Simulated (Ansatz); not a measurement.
# Si2Mo (I4/mmm) in Ansatz: further runs

One crystal, Si2Mo, is run at these levels: PBEsol; tasks: relaxation of cell and atoms.

Everything below comes from runs of Ansatz 0.2.0. Logs are shortened: lines on timing, memory, paths and dates and some standing lists are left out, and cuts for length are marked.

## Step 1: Starting point

Symmetry: I4/mmm, No. 139, tetragonal system. The conventional cell has a = 3.200 Å, b = 3.200 Å, c = 7.861 Å, α = 90.00°, β = 90.00°, γ = 90.00°. Around Mo (site symmetry 4/mmm) lie 10 Si at 2.62 Å. Around Si (site symmetry 4mm) lie 5 Si at 2.61 to 2.63 Å and 5 Mo at 2.62 Å.

## Step 2: Relaxation of cell and atoms, PBEsol, target pressure 20 GPa, at which the enthalpy is minimised

Contents of input.yaml:

```yaml
crystal:
  lattice:
    - [-1.6, 1.6, 3.9305]
    - [1.6, -1.6, 3.9305]
    - [1.6, 1.6, -3.9305]
  atoms:
    - { symbol: Mo, position: [0.0, 0.0, 0.0] }
    - { symbol: Si, position: [0.667, 0.667, 0.0] }
    - { symbol: Si, position: [0.333, 0.333, 0.0] }
hamiltonian:
  xc: pbesol
  pseudopotentials: { kind: paw }
kpoints:
  mp_grid: { grid: [12, 12, 12] }
scf:
  occupations: { method: fermi_dirac, width: 0.05 }
output:
  forces: true
  stress: true
  eigenvalues: true
relax:
  f_tol: 0.01
  max_steps: 40
  cell: { stress_tol: 0.05, p_target: 20.0 }
```

Potentials or basis: Ansatz PAW.

Launch:

```bash
> ansatz run input.yaml --threads 2 --pin off --max-ram 5632MiB --backend cpu --events-out ev --progress --plain --runs-dir out
```

What it wrote:

```text
Warning: RAYON_NUM_THREADS=2 ignored (pool sized by the plan → 2); use --threads N
basis.fft_grid_basis auto: the FFT boxes are laid along the combinations [[1, 0, 1], [0, 1, 1], [0, 0, 1]] of the cell's own vectors, 3.200, 3.200 and 4.535 Å long. The dense box has 24×24×32 points. Along the cell's own vectors, as sized, it would have 32×32×32, 1.78 times as many. Of the 16 symmetry operations that the crystal satisfies within crystal.symmetry.tolerance (time reversal apart; of a slab, those that keep its plane) the dense box along the cell's own vectors carries 16, and the one as laid loses 12 of those. basis.fft_grid_basis: typed keeps the cell's own vectors: state it where this run's energies or levels are differenced outside the engine with another run's, or held beside a run that keeps those vectors.
Engine: ansatz 0.2.0, x86_64-unknown-linux-gnu
Pseudopotentials: kind: paw
Pseudopotential: Mo, paw, valence charge 14, recommended cutoff 420 eV (normal), Mo.paw.azcp
Pseudopotential: Si, paw, valence charge 4, recommended cutoff 420 eV (normal), Si.paw.azcp
Functional definition: PBEsol
  exchange = pbesol_x
  correlation = pbesol_c
Crystal: 3 atoms, lattice volume = 40.248 Å³
Basis set: ecut = 420 eV, 769 PW (Γ), FFT grids on a1+a3, a2+a3, a3, exchange–correlation on 48×48×64 points (8 copies of the dense FFT grid, shifted against one another)
Bands: 15, of which v1, the nominal top of the filled ones, is band 11 counted from 1 (10 counted from 0)
Symmetry: 16 space group operations
Space group: I4/mmm (ITA 139), of the structure as read, at distance tolerance 3.4e-5 Å
k-points: 163 of 1728
Non-local potential: Mo, projectors of the file, l = 0: 3, l = 1: 2, l = 2: 2, l = 3: 1
Non-local potential: Si, projectors of the file, l = 0: 2, l = 1: 2, l = 2: 2
PAW form: soft (Blöchl's): semilocal exchange-correlation on the pseudo side does not see the compensation charge
PAW frozen core: Mo, regenerated for the run's functional, and the local potential with it (the file was generated under x = pbe(κ = 0.804, μ = 0.2195149727645171), c = pbe(β = 0.06672455060314922))
PAW frozen core: Si, regenerated for the run's functional, and the local potential with it (the file was generated under x = pbe(κ = 0.804, μ = 0.2195149727645171), c = pbe(β = 0.06672455060314922))
PAW one-centre angular grid: Mo, 590 points (default); XC on 64 Gauss nodes
PAW one-centre angular grid: Si, 110 points (default); XC on 64 Gauss nodes
Initial density: superposition of atomic densities (neutral atoms: chi_scale 0, normalization atom), corrected by the library's trained network
Initial wavefunctions: pseudopotential atomic-orbital guess
Functional: x = pbesol(κ = 0.804, μ = 0.12345679012345678), c = pbesol(β = 0.046)
SCF iter   1: F=—  HF=-6142.259947 eV  |F-HF|=—  |Δ(HF+E_count)|=         —  Δρ=5.56e-3  dr2=9.05e-3  ethr=1.77e-3  ⟨swp⟩=5.3  Hψ=14075  notcnv=0
preconditioner: auto → none  [insulator: Δε(μ)=0.136 eV  Ē_g=7.724 eV  σ=0.050 eV  W_gap=0.59  n_scr=10 (ndim 8)  ℏωp=21.9 eV  f_vac=0.000  D(μ)=0.24/eV (n_scr^D=0)  ε∞_Penn≈9.0]
SCF iter   2: F=—  HF=-6142.257642 eV  |F-HF|=—  |Δ(HF+E_count)|=   2.31e-3  Δρ=2.11e-3  dr2=5.36e-4  ethr=4.11e-5  ⟨swp⟩=2.1  Hψ=5232  notcnv=0
SCF iter   3: F=—  HF=-6142.257628 eV  |F-HF|=—  |Δ(HF+E_count)|=   1.43e-5  Δρ=7.30e-4  dr2=5.44e-5  ethr=2.44e-6  ⟨swp⟩=2.1  Hψ=3333  notcnv=0
SCF iter   4: F=—  HF=-6142.257637 eV  |F-HF|=—  |Δ(HF+E_count)|=   9.75e-6  Δρ=1.13e-4  dr2=1.47e-6  ethr=2.47e-7  ⟨swp⟩=1.7  Hψ=3181  notcnv=0
iter 5 did not close the SCF: its close was put off for the readings that it lacked (scf_convergence_deferred on its scf_iter line)
SCF iter   5: F=-6142.257638 eV  HF=-6142.257638 eV  |F-HF|=3.51e-9  |Δ(HF+E_count)|=   4.36e-7  Δρ=1.14e-5  dr2=2.51e-8  ethr=6.69e-9  ⟨swp⟩=2.3  Hψ=4216  notcnv=0
SCF iter   6: F=-6142.257638 eV  HF=-6142.257638 eV  |F-HF|=1.86e-10  |Δ(HF+E_count)|=   4.78e-9  Δρ=2.56e-6  dr2=7.02e-10  ethr=1.14e-10  ⟨swp⟩=2.0  Hψ=7784  notcnv=0
SCF 1 converged in 6 iterations: F = -6142.257638 eV  dr2 = 7.02e-10
relax step   1: F+E_penalty+E_count = -6142.25763787 eV  Δ(F+E_penalty+E_count) = +0.000e0 eV  max|allowed force component| = 3.269e-1 eV/Å  Δτ_max = 0.0000 Å  P = -2.735 GPa  Ω = 40.248 Å³  (6 SCF iters, dr2 threshold 1.00e-7 eV, accepted)
Crystal: 3 atoms, lattice volume = 35.169 Å³
Basis set: ecut = 420 eV, 673 PW (Γ), FFT grids on a1+a3, a2+a3, a3, exchange–correlation on 48×48×64 points (8 copies of the dense FFT grid, shifted against one another)
Initial density: handed on by an earlier stage of this run
Initial wavefunctions: those handed on with the density
iter 1 solved again at ethr=6.65e-5 eV; its pass at ethr=3.10e-3 eV (dr2=1.46e-2 eV) is discarded
SCF iter   1: F=—  HF=-6141.809082 eV  |F-HF|=—  |Δ(HF+E_count)|=         —  Δρ=7.37e-3  dr2=1.48e-2  ethr=6.65e-5  ⟨swp⟩=1.0  Hψ=16271  notcnv=0
preconditioner: auto → none  [insulator: Δε(μ)=0.121 eV  Ē_g=8.660 eV  σ=0.050 eV  W_gap=0.53  n_scr=10 (ndim 8)  ℏωp=23.4 eV  f_vac=0.000  D(μ)=0.24/eV (n_scr^D=0)  ε∞_Penn≈8.3]
SCF iter   2: F=—  HF=-6141.804889 eV  |F-HF|=—  |Δ(HF+E_count)|=   4.19e-3  Δρ=3.36e-3  dr2=2.20e-3  ethr=6.65e-5  ⟨swp⟩=2.5  Hψ=3599  notcnv=0
SCF iter   3: F=—  HF=-6141.804379 eV  |F-HF|=—  |Δ(HF+E_count)|=   5.09e-4  Δρ=5.50e-4  dr2=1.16e-4  ethr=1.00e-5  ⟨swp⟩=2.5  Hψ=3879  notcnv=0
SCF iter   4: F=—  HF=-6141.804349 eV  |F-HF|=—  |Δ(HF+E_count)|=   3.09e-5  Δρ=1.06e-4  dr2=2.05e-6  ethr=5.29e-7  ⟨swp⟩=2.0  Hψ=3488  notcnv=0
iter 5 did not close the SCF: its close was put off for the readings that it lacked (scf_convergence_deferred on its scf_iter line)
[... 28 lines left out ...]
SCF iter   2: F=—  HF=-6142.095451 eV  |F-HF|=—  |Δ(HF+E_count)|=   2.29e-6  Δρ=1.45e-5  dr2=5.65e-8  ethr=6.91e-10  ⟨swp⟩=1.0  Hψ=2445  notcnv=0
SCF iter   3: F=-6142.095451 eV  HF=-6142.095451 eV  |F-HF|=8.08e-10  |Δ(HF+E_count)|=   2.03e-8  Δρ=1.59e-6  dr2=1.25e-9  ethr=2.38e-10  ⟨swp⟩=4.0  Hψ=7721  notcnv=0
SCF 5 converged in 3 iterations: F = -6142.095451 eV  dr2 = 1.25e-9
relax step   5: F+E_penalty+E_count = -6142.09545136 eV  Δ(F+E_penalty+E_count) = -1.188e-3 eV  max|allowed force component| = 8.170e-4 eV/Å  Δτ_max = 0.0003 Å  P = +20.003 GPa  Ω = 36.839 Å³  energy of the carried Pulay correction = +7.603e-4 eV  (3 SCF iters, dr2 threshold 5.23e-8 eV, accepted)
Basis set: ecut = 420 eV, 761 PW (Γ), FFT grids on a1+a3, a2+a3, a3, exchange–correlation on 48×48×60 points (8 copies of the dense FFT grid, shifted against one another)
Initial wavefunctions: pseudopotential atomic-orbital guess (no wavefunctions were taken with the density)
iter 1 solved again at ethr=4.61e-8 eV; its pass at ethr=3.10e-3 eV (dr2=1.01e-5 eV) is discarded
SCF iter   1: F=—  HF=-6142.094893 eV  |F-HF|=—  |Δ(HF+E_count)|=         —  Δρ=1.07e-4  dr2=5.37e-7  ethr=4.61e-8  ⟨swp⟩=3.1  Hψ=20819  notcnv=0
SCF iter   2: F=—  HF=-6142.094893 eV  |F-HF|=—  |Δ(HF+E_count)|=   3.00e-7  Δρ=5.63e-5  dr2=1.39e-7  ethr=2.44e-9  ⟨swp⟩=1.2  Hψ=2785  notcnv=0
SCF iter   3: F=—  HF=-6142.094893 eV  |F-HF|=—  |Δ(HF+E_count)|=   8.33e-8  Δρ=2.84e-6  dr2=3.28e-9  ethr=6.32e-10  ⟨swp⟩=2.9  Hψ=4058  notcnv=0
SCF iter   4: F=—  HF=-6142.094893 eV  |F-HF|=—  |Δ(HF+E_count)|=  3.38e-10  Δρ=8.64e-7  dr2=1.18e-10  ethr=1.49e-11  ⟨swp⟩=2.7  Hψ=3877  notcnv=0
SCF iter   5: F=-6142.094893 eV  HF=-6142.094893 eV  |F-HF|=9.09e-13  |Δ(HF+E_count)|=  1.09e-11  Δρ=1.21e-7  dr2=2.67e-12  ethr=1.00e-12  ⟨swp⟩=5.1  Hψ=9662  notcnv=0
SCF 6 converged in 5 iterations: F = -6142.094893 eV  dr2 = 2.67e-12
relax step   6: F+E_penalty+E_count = -6142.09489345 eV  Δ(F+E_penalty+E_count) = +5.579e-4 eV  max|allowed force component| = 7.213e-4 eV/Å  Δτ_max = 0.0000 Å  P = +19.987 GPa  Ω = 36.839 Å³  stress off target by 1.89e-2 GPa  SCF on the basis re-selected at this cell (its energy is not comparable with the rows above)  (5 SCF iters)
basis re-selected at this cell: Δ(F+E_penalty+E_count) = +5.579e-4 eV, ΔP = -0.017 GPa vs the last step (what re-selecting the basis moved, of the pressure what is left beyond the Pulay correction that the steps carried, after the strain that the cell walked since its last selection, with what the two solves' SCF thresholds leave and, on support functions, any second-order correction that the steps lacked; it is no measure of the basis error at this ecutwfc). The dense FFT grid was sized anew with the basis: this SCF ran on 24×24×30 points, the steps before it on 24×24×32, so part of this shift can come from that change (see relax.cell in the input reference). This SCF's stress stands 1.89e-2 GPa from its target on what of the cell is left free (relax.cell.stress_tol is 5.00e-2 GPa) and its largest allowed force component is 7.21e-4 eV/Å (relax.f_tol is 1.00e-2 eV/Å): within both
SCF converged after 5 iterations
Free energy (F): -6142.094893 eV
Harris-Foulkes:  -6142.094893 eV  (|F-HF|=9.09e-13)
Internal energy: -6142.092786 eV  (E = F + TS)
E sigma→0 (E₀):  -6142.093840 eV
Entropy (-TS):   -0.002107 eV (-0.702 meV/atom)
Fermi energy:    17.606296 eV
--- Per-component energies (eV) ---
  E_band       = -14.310274
  E_kinetic    = 540.131649
  E_local      = -1090.475634  (includes V_loc(G=0)·N_el)
  E_nonlocal   = 196.372517
  E_hartree    = 411.869455
  E_xc         = -300.027498
  E_vxc        = -333.009086  (∫ρ·V_xc dr)
  E_paw        = -4142.479489  (= ΣΔE_a)
  E_vpaw       = -151.068696  (= ΣTr[D̂ρ^β])
  E_aug_tail   = 0.000032  (compensation charges beyond the density's cutoff)
  E_ewald      = -1757.756237
  E_core_change = 0.272421  (= ΣΔE_core)
  E_smearing   = -0.002107  (= −TS)
  E_closure    = 0.000000  (closes the sum)
  Σ components = -6142.094893   (vs F -6142.094893, Δ=0.00e0)
--- Forces (eV/Å), atoms counted from 1 ---
  atom   1  Mo    -0.00000000     0.00000000     0.00000000
  atom   2  Si     0.00000000     0.00000000    -0.00072130
  atom   3  Si    -0.00000000     0.00000000     0.00072130
  max |Σ_I F_I| component: 3.35e-30 eV/Å
--- Stress (GPa, compression-positive) ---
       19.981054       0.000000       0.000000
        0.000000      19.981054       0.000000
       -0.000000      -0.000000      19.998671
  P = ⅓ Tr σ = 19.9869 GPa (199.869 kbar)
--- Band table (eV; the first three rows and the last of 163) ---
  k-point 0: bands = ["-42.9274", "-17.1878", "-17.0335", "-17.0335", "3.4606", "10.6428", "14.0777", "14.2350", "14.7302", "14.7302", "18.0583", "20.4000", "21.3280", "21.4900", "21.4900"]
  k-point 1: bands = ["-42.9236", "-17.1827", "-17.0582", "-17.0543", "3.6943", "10.8559", "13.4113", "14.1261", "14.1666", "15.6036", "17.2014", "20.7115", "20.9804", "21.3178", "21.6064"]
  k-point 2: bands = ["-42.9132", "-17.1692", "-17.1228", "-17.1108", "4.3690", "11.3782", "12.6462", "12.9500", "14.4402", "15.5951", "16.1910", "20.4051", "21.3421", "21.5311", "21.8048"]
  k-point 162: bands = ["-42.9264", "-17.2264", "-17.0359", "-17.0359", "5.4871", "7.0377", "13.5370", "15.0767", "16.9314", "16.9314", "17.1610", "17.1610", "18.2163", "22.5645", "23.5803"]
--- Relaxed structure (5 steps of the walk, 5 accepted, 1 SCFs on fresh bases) ---
  F+E_penalty+E_count = -6142.09489345 eV   max|allowed force component| = 7.213e-4 eV/Å   (the final SCF, on the basis selected at the relaxed cell)
  cell:  # Å, volume = 36.8390 Å³
    - [-1.551626391005087, 1.551626391005087, 3.8253721171144175]
    - [1.551626391005087, -1.551626391005087, 3.8253721171144175]
    - [1.551626391005087, 1.551626391005087, -3.8253721171144175]
  atoms:
    - { symbol: Mo, position: [1.4711643777100546e-19, 1.4711643777101878e-19, 1.3271801418523955e-32] }
    - { symbol: Si, position: [0.6660211594651843, 0.6660211594651843, -6.637041729326841e-33] }
    - { symbol: Si, position: [0.3339788405348156, 0.3339788405348156, -6.714836678469046e-33] }
```

It took 13 s on 2 threads of AMD EPYC 7R13 (Zen 3), shared host; peak memory 0.45 GiB.

Results:

```yaml
Free_energy: -6142.0949 eV
Relaxed_volume: 12.28 Å³/atom
Relaxed_cell: a = 4.410 Å, b = 4.410 Å, c = 4.410 Å, α = 138.80°, β = 138.80°, γ = 59.68°
Space_group_after_relaxing_to_0.05_Å: I4/mmm (No. 139)
Energy_change_on_relaxing_the_enthalpy_is_what_falls: +54.2 meV/atom
Ionic_steps: 6
Pressure_after_relaxing: 20.0 GPa
Band_gap_on_the_k_mesh: none (metal or under the smearing width)
```

The path:
```tsv
step	energy change (eV)	largest force (eV/Å)	volume (Å³)
1	0.0000	0.3269	40.25
2	0.4533	0.3087	35.17
3	0.1340	0.0212	37.08
4	0.1634	0.0060	36.83
5	0.1622	0.0008	36.84
6	0.1627	0.0007	36.84
```

Final structure:
```cif
data_structure
_symmetry_space_group_name_H-M 'P 1'
_symmetry_Int_Tables_number 1
_cell_length_a 4.4101
_cell_length_b 4.4101
_cell_length_c 4.4101
_cell_angle_alpha 138.800
_cell_angle_beta 138.800
_cell_angle_gamma 59.679
_cell_volume 36.84
loop_
_atom_site_label
_atom_site_type_symbol
_atom_site_fract_x
_atom_site_fract_y
_atom_site_fract_z
_atom_site_occupancy
Mo1 Mo 0.00000 0.00000 0.00000 1
Si1 Si 0.66602 0.66602 0.00000 1
Si2 Si 0.33398 0.33398 0.00000 1
```

Caveat: the plane-wave basis is chosen anew once the cell has moved, so the energies of steps on either side of that aren't comparable; the PAW data sets come from PBE, with cores solved anew for the run's functional, which leaves a small shift of forces and pressure.

## Step 3: Relaxation of cell and atoms, PBEsol, target pressure 30 GPa, at which the enthalpy is minimised

input.yaml: that of step 2 with these lines changed.

```diff
@@ -20,2 +20,6 @@
   eigenvalues: true
+  write_density: true
+  write_potential: true
+  elf: true
+  volumetric_format: npy
 relax:
@@ -23,2 +27,2 @@
   max_steps: 40
-  cell: { stress_tol: 0.05, p_target: 20.0 }
+  cell: { stress_tol: 0.05, p_target: 30.0 }
```

Potentials or basis: Ansatz PAW.

Launch:

```bash
> ansatz run input.yaml --threads 2 --pin off --max-ram 5632MiB --backend cpu --events-out ev --progress --plain --runs-dir out
```

It took 19 s on 2 threads of AMD EPYC 7R13 (Zen 3), shared host; peak memory 0.47 GiB.

It converged, with:

```yaml
Free_energy: -6141.9198 eV
Relaxed_volume: 11.90 Å³/atom
Relaxed_cell: a = 4.369 Å, b = 4.369 Å, c = 4.369 Å, α = 138.88°, β = 138.88°, γ = 59.56°
Space_group_after_relaxing_to_0.05_Å: I4/mmm (No. 139)
Energy_change_on_relaxing_the_enthalpy_is_what_falls: +112.6 meV/atom
Ionic_steps: 7
Pressure_after_relaxing: 30.0 GPa
Band_gap_on_the_k_mesh: none (metal or under the smearing width)
```

Step by step:
```csv
step,energy change (eV),largest force (eV/Å),volume (Å³)
1,0.0000,0.3269,40.25
2,0.4944,0.2651,34.97
3,0.3097,0.0308,35.86
4,0.3406,0.0296,35.69
5,0.3370,0.0015,35.71
6,0.3371,0.0000,35.71
7,0.3378,0.0001,35.71
```

Final structure:
```
Mo Si
1.0
    -1.53435    1.53435    3.79215
     1.53435   -1.53435    3.79215
     1.53435    1.53435   -3.79215
Mo Si
1 2
Direct
  0.00000 0.00000 0.00000
  0.66640 0.66640 0.00000
  0.33360 0.33360 0.00000
```

Levels at points of the mesh, in eV from the Fermi level:
| k point | band 7 | band 8 | band 9 | band 10 | band 11 | band 12 | band 13 | band 14 | band 15 |
| --- | --- | --- | --- | --- | --- | --- | --- | --- | --- |
| (0.00, 0.00, 0.00) | -3.70 | -3.37 | -2.98 | -2.98 | 0.48 | 2.65 | 3.94 | 4.02 | 4.02 |
| (0.00, 0.00, -0.50) | -6.22 | -5.18 | -4.95 | -3.64 | -1.13 | 2.78 | 3.27 | 3.48 | 3.57 |
| (0.00, -0.50, 0.00) | -5.50 | -4.83 | -3.09 | -2.88 | -0.68 | 2.70 | 3.31 | 4.41 | 4.97 |
| (-0.50, -0.50, -0.50) | -4.27 | -2.66 | -0.72 | -0.72 | -0.44 | -0.44 | 0.65 | 5.03 | 5.95 |

Caveat: the plane-wave basis is chosen anew once the cell has moved, so the energies of steps on either side of that aren't comparable; the PAW data sets come from PBE, with cores solved anew for the run's functional, which leaves a small shift of forces and pressure.
